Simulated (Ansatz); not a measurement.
Crystal: TiSe.

```
Se Ti
1.0
     3.55900    0.00000    0.00000
    -1.77950    3.08218    0.00000
     0.00000    0.00000    6.22000
Se Ti
2 2
Direct
  0.66667 0.33333 0.75000
  0.33333 0.66667 0.25000
  0.00000 0.00000 0.50000
  0.00000 0.00000 0.00000
```

Base run:

```yaml
Program: Ansatz 0.2.0
Functional: r2SCAN
Potentials_or_basis: Ansatz PAW
Cutoff: 500 eV
Density_cutoff: 2000 eV
k_mesh: 7 × 7 × 4
Occupations: fermi-dirac, width 0.05 eV
Spin: spin-orbit coupling, no magnetisation
```

Its results: band gap on the k mesh none (metal or under the smearing width); pressure 3.7 GPa.

After a change of settings the same cell gave: band gap on the k mesh none (metal or under the smearing width); pressure -4.1 GPa. Which change was it?
A. functional from r2SCAN to PBEsol; cutoff from 500 eV to 420 eV; density cutoff from 2000 eV to 1680 eV
B. functional from r2SCAN to LDA; cutoff from 500 eV to 420 eV; density cutoff from 2000 eV to 1680 eV
C. k mesh from 7 × 7 × 4 to 9 × 9 × 5; spin from spin-orbit coupling, no magnetisation to no spin polarisation; potential files from those of the base run to others of the same set

B.

Caveats: the PAW data sets come from PBE, with cores solved anew for the run's functional, which leaves a small shift of forces and pressure.

Not every run made on this cell is shown here.
